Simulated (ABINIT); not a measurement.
# A GW run on BeTe (F-43m) in ABINIT, with inputs changed, part 2 of 2

Aim: change inputs of a GW run on BeTe (F-43m) and see what moves.

ABINIT 10.8.3; PBE and many-body steps on it, plane waves. Known limits of the many-body steps: not at the basis limit; no spin-orbit coupling; coarse k mesh.

So far. Step 4 (Broadening of the poles): Against G0W0 in ABINIT (4×4×4 mesh, 74 bands, screening to 136.1 eV, Godby-Needs plasmon pole), the gap moves by +0.000 eV. Step 5 (No symmetry in the self-energy): Against G0W0 in ABINIT (4×4×4 mesh, 74 bands, screening to 136.1 eV, Godby-Needs plasmon pole), the gap moves by +0.000 eV.

### Step 6. Smaller part of the screening matrix

Level of this step: G0W0 on PBE, plane waves, norm-conserving pseudopotentials (ABINIT).

Input file run.abi:

```
acell 3*1.0 Angstrom
rprim 
  -0.000000000000 2.831458787600 2.831458787600
  2.831458787600 0.000000000000 2.831458787600
  2.831458787600 2.831458787600 0.000000000000
ntypat 2
znucl 4 52
natom 2
typat 1 2
xred 
  0.000000000000 0.000000000000 0.000000000000
  0.750000000000 0.750000000000 0.750000000000
pp_dirpath "pseudos"
pseudos "Be.upf, Te.upf"
ecut 49
ngkpt 4 4 4
nshiftk 1
shiftk 0 0 0
kptopt 1
chksymbreak 0
istwfk *1
occopt 1
irdwfk 1
optdriver 4
nband 74
gwcalctyp 0
ecutsigx 49
symsigma 1
nkptgw 2
kptgw 
  0.0000000000 0.0000000000 0.0000000000
  0.5000000000 0.5000000000 0.0000000000
bdgw 
  12 17
  13 16
ecuteps 1.2
irdscr 1
ppmodel 1
indata_prefix "in"
outdata_prefix "out"
tmpdata_prefix "tmp"
```

On the command line:

```console
$ OMP_NUM_THREADS=1 mpirun -n 8 abinit run.abi > log
```

What it wrote:

```text
.Version 10.8.3 of ABINIT. v10.8.2 released Aug 2026.

 Symmetries : space group F-4 3 m (#216); Bravais cF (face-center cubic)
[... echo of the input left out ...]
== DATASET  1 ==================================================================
-   mpi_nproc: 8, omp_nthreads: 1 (-1 if OMP is not activated)

--- !DatasetInfo
iteration_state: {dtset: 1, }
dimensions: {natom: 2, nkpt: 8, mband: 74, nsppol: 1, nspinor: 1, nspden: 1, mpw: 5044, }
cutoff_energies: {ecut:  49.0, pawecutdg:  -1.0, }
electrons: {nelect:   2.80000000E+01, charge:   0.00000000E+00, occopt:   1.00000000E+00, tsmear:   1.00000000E-02, }

 SIGMA: Calculation of the GW corrections

 Based on a program developped by R.W. Godby, V. Olevano, G. Onida, and L. Reining.
 Incorporated in ABINIT by V. Olevano, G.-M. Rignanese, and M. Torrent.
.Using double precision arithmetic ; gwpc =  8

[... cell and pseudopotentials left out ...]
--------------------------------------------------------------------------------

 ==== K-mesh for the wavefunctions ====
 Number of points in the irreducible wedge :     8
[... list of points left out ...]
 Together with 24 symmetry operations and time-reversal symmetry
 yields    64 points in the full Brillouin Zone.

 ==== Q-mesh for screening function ====
 Number of points in the irreducible wedge :     8
[... list of points left out ...]
 Together with 24 symmetry operations and time-reversal symmetry
 yields    64 points in the full Brillouin Zone.

 vcoul_init : cutoff-mode = AUXILIARY_FUNCTION
 q-points for optical limit:   1
     1)      0.000010    0.000020    0.000030
 setmesh: FFT mesh size selected  =    48x   48x   48
          total number of points  =       110592

 Number of electrons calculated from density =   28.0000; Expected =   28.0000
[...]
number of omega for Sigma on real axis              0
 max omega for Sigma on real axis  [eV]           0.00
 zcut for avoiding poles [eV]                     0.10

 EPSILON^-1 parameters (SCR file):
 dimension of the eps^-1 matrix on file            169
 dimension of the eps^-1 matrix used                15
 number of plane-waves for wavefunctions          5029
 number of bands                                    74
 number of q-points in IBZ                           8
 number of frequencies                               2
 number of real frequencies                          1
 number of imag frequencies                          1

 matrix elements of self-energy operator (all in [eV])

 Perturbative Calculation

--- !SelfEnergy_ee
iteration_state: {dtset: 1, }
kpoint     : [   0.000,    0.000,    0.000, ]
spin       : 1
KS_gap     :    3.644
QP_gap     :    4.443
Delta_QP_KS:    0.799
data: !SigmaeeData |
     Band     E0 <VxcDFT>   SigX SigC(E0)      Z dSigC/dE  Sig(E)    E-E0       E
       12   5.603 -13.365 -15.205   1.729   0.820  -0.220 -13.456  -0.090   5.513
       13   5.603 -13.365 -15.205   1.729   0.820  -0.220 -13.456  -0.090   5.513
       14   5.603 -13.365 -15.205   1.729   0.820  -0.220 -13.456  -0.090   5.513
[...]
--- !SelfEnergy_ee
iteration_state: {dtset: 1, }
kpoint     : [   0.500,    0.500,    0.000, ]
spin       : 1
KS_gap     :    4.605
QP_gap     :    5.247
Delta_QP_KS:    0.642
data: !SigmaeeData |
     Band     E0 <VxcDFT>   SigX SigC(E0)      Z dSigC/dE  Sig(E)    E-E0       E
[...]
15   7.630  -8.950  -5.056  -3.584   0.823  -0.215  -8.694   0.256   7.886
       16   8.313  -9.805  -5.781  -3.487   0.819  -0.221  -9.365   0.440   8.753

== END DATASET(S) ==============================================================
================================================================================

 -outvars: echo values of variables after computation  --------
           etotal      0.0000000000E+00
            nband          74
             nkpt           8
          spgroup         216
 [... the other variables as echoed above ...]

 Calculation completed.
```

The job ended after 3.3 s (8 MPI ranks of Arm Neoverse V1, shared host; peak memory 1 GiB; 26 s of CPU time).

Numbers from this step:

```
G0W0 gap on the points computed              : 2.373 eV
starting gap on the mesh                     : 2.027 eV
k of the valence top                         : 0, 0, 0
k of the conduction bottom                   : 0.5, 0.5, 0
Z at the valence top                         : 0.82
Z at the conduction bottom                   : 0.823
least direct G0W0 gap on the computed points : 4.442 eV
```

### Step 7. Scissors in G

Edit run.abi of step 6 so:

```diff
@@ -35,5 +35,6 @@
   13 16
-ecuteps 1.2
+ecuteps 5
 irdscr 1
 ppmodel 1
+mbpt_sciss 0.5 eV
 indata_prefix "in"
```

What it wrote:

```text
.Version 10.8.3 of ABINIT. v10.8.2 released Aug 2026.

 Symmetries : space group F-4 3 m (#216); Bravais cF (face-center cubic)
[... echo of the input left out ...]
== DATASET  1 ==================================================================
-   mpi_nproc: 8, omp_nthreads: 1 (-1 if OMP is not activated)

--- !DatasetInfo
iteration_state: {dtset: 1, }
dimensions: {natom: 2, nkpt: 8, mband: 74, nsppol: 1, nspinor: 1, nspden: 1, mpw: 5044, }
cutoff_energies: {ecut:  49.0, pawecutdg:  -1.0, }
electrons: {nelect:   2.80000000E+01, charge:   0.00000000E+00, occopt:   1.00000000E+00, tsmear:   1.00000000E-02, }

 SIGMA: Calculation of the GW corrections

 Based on a program developped by R.W. Godby, V. Olevano, G. Onida, and L. Reining.
 Incorporated in ABINIT by V. Olevano, G.-M. Rignanese, and M. Torrent.
.Using double precision arithmetic ; gwpc =  8

[... cell and pseudopotentials left out ...]
--------------------------------------------------------------------------------

 ==== K-mesh for the wavefunctions ====
 Number of points in the irreducible wedge :     8
[... list of points left out ...]
 Together with 24 symmetry operations and time-reversal symmetry
 yields    64 points in the full Brillouin Zone.

 ==== Q-mesh for screening function ====
 Number of points in the irreducible wedge :     8
[... list of points left out ...]
 Together with 24 symmetry operations and time-reversal symmetry
 yields    64 points in the full Brillouin Zone.

 vcoul_init : cutoff-mode = AUXILIARY_FUNCTION
 q-points for optical limit:   1
     1)      0.000010    0.000020    0.000030
 setmesh: FFT mesh size selected  =    48x   48x   48
          total number of points  =       110592

 Number of electrons calculated from density =   28.0000; Expected =   28.0000
[...]
max omega for Sigma on real axis  [eV]           0.00
 zcut for avoiding poles [eV]                     0.10
 scissor energy [eV]                              0.50

 EPSILON^-1 parameters (SCR file):
 dimension of the eps^-1 matrix on file            169
 dimension of the eps^-1 matrix used               169
 number of plane-waves for wavefunctions          5029
 number of bands                                    74
 number of q-points in IBZ                           8
 number of frequencies                               2
 number of real frequencies                          1
 number of imag frequencies                          1

 matrix elements of self-energy operator (all in [eV])

 Perturbative Calculation

--- !SelfEnergy_ee
iteration_state: {dtset: 1, }
kpoint     : [   0.000,    0.000,    0.000, ]
spin       : 1
KS_gap     :    3.644
QP_gap     :    4.672
Delta_QP_KS:    1.028
data: !SigmaeeData |
     Band     E0 <VxcDFT>   SigX SigC(E0)      Z dSigC/dE  Sig(E)    E-E0       E
       12   5.603 -13.365 -15.205   1.244   0.807  -0.239 -13.846  -0.481   5.122
       13   5.603 -13.365 -15.205   1.244   0.807  -0.239 -13.846  -0.481   5.122
       14   5.603 -13.365 -15.205   1.244   0.807  -0.239 -13.846  -0.481   5.122
[...]
--- !SelfEnergy_ee
iteration_state: {dtset: 1, }
kpoint     : [   0.500,    0.500,    0.000, ]
spin       : 1
KS_gap     :    4.605
QP_gap     :    5.566
Delta_QP_KS:    0.961
data: !SigmaeeData |
     Band     E0 <VxcDFT>   SigX SigC(E0)      Z dSigC/dE  Sig(E)    E-E0       E
[...]
15   7.630  -8.950  -5.056  -3.705   0.819  -0.222  -8.704   0.246   7.876
       16   8.313  -9.805  -5.781  -3.724   0.813  -0.230  -9.468   0.338   8.650

== END DATASET(S) ==============================================================
================================================================================

 -outvars: echo values of variables after computation  --------
           etotal      0.0000000000E+00
            nband          74
             nkpt           8
          spgroup         216
 [... the other variables as echoed above ...]

 Calculation completed.
```

It took 4.7 s on 8 MPI ranks; peak memory 1.3 GiB; 37 s of CPU time.

This step gave:

```
G0W0 gap on the points computed              : 2.754 eV
starting gap on the mesh                     : 2.027 eV
k of the valence top                         : 0, 0, 0
k of the conduction bottom                   : 0.5, 0.5, 0
Z at the valence top                         : 0.807
Z at the conduction bottom                   : 0.819
least direct G0W0 gap on the computed points : 4.672 eV
```

### Step 8. Exchange cutoff

Edit run.abi of step 7 so:

```diff
@@ -26,3 +26,3 @@
 gwcalctyp 0
-ecutsigx 49
+ecutsigx 14.7
 symsigma 1
@@ -38,3 +38,2 @@
 ppmodel 1
-mbpt_sciss 0.5 eV
 indata_prefix "in"
```

What it wrote:

```text
.Version 10.8.3 of ABINIT. v10.8.2 released Aug 2026.

 Symmetries : space group F-4 3 m (#216); Bravais cF (face-center cubic)
[... echo of the input left out ...]
== DATASET  1 ==================================================================
-   mpi_nproc: 8, omp_nthreads: 1 (-1 if OMP is not activated)

--- !DatasetInfo
iteration_state: {dtset: 1, }
dimensions: {natom: 2, nkpt: 8, mband: 74, nsppol: 1, nspinor: 1, nspden: 1, mpw: 5044, }
cutoff_energies: {ecut:  49.0, pawecutdg:  -1.0, }
electrons: {nelect:   2.80000000E+01, charge:   0.00000000E+00, occopt:   1.00000000E+00, tsmear:   1.00000000E-02, }

 SIGMA: Calculation of the GW corrections

 Based on a program developped by R.W. Godby, V. Olevano, G. Onida, and L. Reining.
 Incorporated in ABINIT by V. Olevano, G.-M. Rignanese, and M. Torrent.
.Using double precision arithmetic ; gwpc =  8

[... cell and pseudopotentials left out ...]
--------------------------------------------------------------------------------

 ==== K-mesh for the wavefunctions ====
 Number of points in the irreducible wedge :     8
[... list of points left out ...]
 Together with 24 symmetry operations and time-reversal symmetry
 yields    64 points in the full Brillouin Zone.

 ==== Q-mesh for screening function ====
 Number of points in the irreducible wedge :     8
[... list of points left out ...]
 Together with 24 symmetry operations and time-reversal symmetry
 yields    64 points in the full Brillouin Zone.

 vcoul_init : cutoff-mode = AUXILIARY_FUNCTION
 q-points for optical limit:   1
     1)      0.000010    0.000020    0.000030
 setmesh: FFT mesh size selected  =    40x   40x   40
          total number of points  =        64000

 Number of electrons calculated from density =   28.0000; Expected =   28.0000
[...]
number of omega for Sigma on real axis              0
 max omega for Sigma on real axis  [eV]           0.00
 zcut for avoiding poles [eV]                     0.10

 EPSILON^-1 parameters (SCR file):
 dimension of the eps^-1 matrix on file            169
 dimension of the eps^-1 matrix used               169
 number of plane-waves for wavefunctions          5029
 number of bands                                    74
 number of q-points in IBZ                           8
 number of frequencies                               2
 number of real frequencies                          1
 number of imag frequencies                          1

 matrix elements of self-energy operator (all in [eV])

 Perturbative Calculation

--- !SelfEnergy_ee
iteration_state: {dtset: 1, }
kpoint     : [   0.000,    0.000,    0.000, ]
spin       : 1
KS_gap     :    3.644
QP_gap     :    4.473
Delta_QP_KS:    0.829
data: !SigmaeeData |
     Band     E0 <VxcDFT>   SigX SigC(E0)      Z dSigC/dE  Sig(E)    E-E0       E
       12   5.603 -13.365 -14.899   1.210   0.806  -0.241 -13.626  -0.260   5.342
       13   5.603 -13.365 -14.899   1.210   0.806  -0.241 -13.626  -0.260   5.342
       14   5.603 -13.365 -14.899   1.210   0.806  -0.241 -13.626  -0.260   5.342
[...]
--- !SelfEnergy_ee
iteration_state: {dtset: 1, }
kpoint     : [   0.500,    0.500,    0.000, ]
spin       : 1
KS_gap     :    4.605
QP_gap     :    5.447
Delta_QP_KS:    0.842
data: !SigmaeeData |
     Band     E0 <VxcDFT>   SigX SigC(E0)      Z dSigC/dE  Sig(E)    E-E0       E
[...]
15   7.630  -8.950  -4.936  -3.689   0.818  -0.223  -8.684   0.266   7.896
       16   8.313  -9.805  -5.596  -3.707   0.812  -0.231  -9.397   0.408   8.721

== END DATASET(S) ==============================================================
================================================================================

 -outvars: echo values of variables after computation  --------
           etotal      0.0000000000E+00
            nband          74
             nkpt           8
          spgroup         216
 [... the other variables as echoed above ...]

 Calculation completed.
```

Run time: 4.4 s. Hardware: 8 MPI ranks; peak memory 1 GiB.

Numbers from this step:

| Property | Result |
| --- | --- |
| G0W0 gap on the points computed | 2.554 eV |
| starting gap on the mesh | 2.027 eV |
| k of the valence top | 0, 0, 0 |
| k of the conduction bottom | 0.5, 0.5, 0 |
| Z at the valence top | 0.806 |
| Z at the conduction bottom | 0.818 |
| least direct G0W0 gap on the computed points | 4.474 eV |

### Step 9. A keyword of another program

Edit run.abi of step 8 so:

```diff
@@ -26,3 +26,3 @@
 gwcalctyp 0
-ecutsigx 14.7
+ecutsigx 49
 symsigma 1
@@ -38,2 +38,3 @@
 ppmodel 1
+nomega 100
 indata_prefix "in"
```

What it wrote:

```text
.Version 10.8.3 of ABINIT. v10.8.2 released Aug 2026.

 Symmetries : space group F-4 3 m (#216); Bravais cF (face-center cubic)
================================================================================
 Values of the parameters that define the memory need of the present run
     intxc =       0    ionmov =       0      iscf =       7    lmnmax =       8
     lnmax =       8     mgfft =      48  mpssoang =       4    mqgrid =    3001
     natom =       2  nloc_mem =       1    nspden =       1   nspinor =       1
    nsppol =       1      nsym =      24    n1xccc =    2501    ntypat =       2
    occopt =       1   xclevel =       2
-    mband =          74        mffmem =           1         mkmem =           1
       mpw =        5044          nfft =      110592          nkpt =           8
================================================================================
  Rough estimation (10% accuracy) of disk space for files :
================================================================================

--------------------------------------------------------------------------------
------------- Echo of variables that govern the present computation ------------
--------------------------------------------------------------------------------
 -outvars: echo values of preprocessed input variables --------
            acell      1.8897261259E+00  1.8897261259E+00  1.8897261259E+00 Bohr

             bdgw          12      17      13      16
      chksymbreak           0
             ecut      4.90000000E+01 Hartree
          ecuteps      5.00000000E+00 Hartree
         ecutsigx      4.90000000E+01 Hartree
          ecutwfn      4.90000000E+01 Hartree
-          fftalg         312
           irdscr           1
           irdwfk           1

[...]
nkptgw           2
           npweps         169
          npwsigx        5029
           npwwfn        5029
             nsym          24
           ntypat           2
              occ      2.000000  2.000000  2.000000  2.000000  2.000000  2.000000
                       2.000000  2.000000  2.000000  2.000000  2.000000  2.000000
                       2.000000  2.000000  0.000000  0.000000  0.000000  0.000000
                       0.000000  0.000000  0.000000  0.000000  0.000000  0.000000
[...]
0.000000  0.000000  0.000000  0.000000  0.000000  0.000000
                       0.000000  0.000000  0.000000  0.000000  0.000000  0.000000
                       0.000000  0.000000
        optdriver           4
            rprim     -0.0000000000E+00  2.8314587876E+00  2.8314587876E+00
[...]
2.8314587876E+00  2.8314587876E+00  0.0000000000E+00
          spgroup         216

             xred      0.0000000000E+00  0.0000000000E+00  0.0000000000E+00
                       7.5000000000E-01  7.5000000000E-01  7.5000000000E-01
            znucl        4.00000   52.00000

================================================================================

 chkinp: Checking input parameters for consistency.

--- !ERROR
message: |
    Found token: `NOMEGA` in the input file.
    This name is not one of the registered input variable names (see
    Action: check your input file. Perhaps you mistyped the input variable,
    or specified "img", although this was not permitted for this input variable.

--- !ERROR
message: |
    Found token: `NOMEGA` in the input file.
    This name is not one of the registered input variable names (see
    Action: check your input file. Perhaps you mistyped the input variable,
    or specified "img", although this was not permitted for this input variable.

--- from the log ---
Found token: `NOMEGA` in the input file.
    This name is not one of the registered input variable names (see
    Action: check your input file. Perhaps you mistyped the input variable,
    or specified "img", although this was not permitted for this input variable.
```

The job ended after 0.69 s (8 MPI ranks; peak memory 0.05 GiB).

The run stopped with an error after 0.69 s.

The program's words: Found token: `NOMEGA` in the input file. This name is not one of the registered input variable names (see Action: check your input file. Perhaps you mistyped the input variable, or specified "img", although this was not permitted for this input variable.

The fault put into this input: a keyword of another program.

### Step 10. The runs together

Times are wall times on 8 MPI ranks of Arm Neoverse V1, shared host, good to a factor of about two. A run's time includes the screening step that it read.

| run | mesh | bands | screening cutoff (eV) | DFT gap (eV) | gap on the mesh (eV) | direct (eV) | ε∞ used | time |
| --- | --- | --- | --- | --- | --- | --- | --- | --- |
| base | 4×4×4 | 74 | 136.1 | 2.027 | 2.702 | 4.614 | 8.99 | 19 s |
| broadening of the poles | 4×4×4 | 74 | 136.1 | 2.027 | 2.702 | 4.614 | 8.99 | 19 s |
| no symmetry in the self-energy | 4×4×4 | 74 | 136.1 | 2.027 | 2.702 | 4.614 | 8.99 | 30 s |
| smaller part of the screening matrix | 4×4×4 | 74 | 32.7 | 2.027 | 2.373 | 4.442 | 8.99 | 18 s |
| scissors in G | 4×4×4 | 74 | 136.1 | 2.027 | 2.754 | 4.672 | 8.99 | 19 s |
| exchange cutoff | 4×4×4 | 74 | 136.1 | 2.027 | 2.554 | 4.474 | 8.99 | 19 s |

### Step 11. Summary of results

- base: 2.702 eV
- broadening of the poles: 2.702 eV
- no symmetry in the self-energy: 2.702 eV
- smaller part of the screening matrix: 2.373 eV
- scissors in G: 2.754 eV
- exchange cutoff: 2.554 eV
- known limits: not at the basis limit; no spin-orbit coupling; coarse k mesh

What this shows: Broadening of the poles: no change against base (keys changed: zcut). No symmetry in the self-energy: no change against base (keys changed: symsigma). Smaller part of the screening matrix: −0.329 eV against base (keys changed: ecuteps). Scissors in G: +0.052 eV against base (keys changed: mbpt_sciss). Exchange cutoff: −0.148 eV against base (keys changed: ecutsigx). Bands and cutoff are finite, so the gap is not at the basis limit. The miss can reach some tenths of an eV and take either sign; the mesh is an error of its own. In the G0W0 runs levels were corrected at 2 k points alone, so a gap called «on the mesh» is the least over those, and an edge elsewhere would be missed. The 4×4×4 mesh is coarse for this cell, which bears on the long-range parts of exchange and screening. The many-body steps are scalar-relativistic: spin-orbit coupling is not in them.

[Paths, hosts, dates, memory and timing lines, banners, echoed tables and standing remarks are left out of the program output.]

[Logs are printed without paths, hosts, clocks, repeated set-up lines and the standing remarks that a program may print on its own settings, such as how far it seeks lower states.]

[Runs of the session that timed out or met a known fault of the program may be left out.]

[Hosts, paths, dates, database ids (printed as entryN), source tags and the programs' standing remarks are cut or masked in the printed files.]

[G0W0 gaps are taken among the corrected bands and points alone; a level outside them can change the order at an edge.]

[Where Ansatz stands beside ABINIT at settings called matched, ABINIT's density can come from a denser mesh and the files from another edition; pairs whose starting gaps differed by over 0.03 eV were left out, so agreement reads better than it is.]
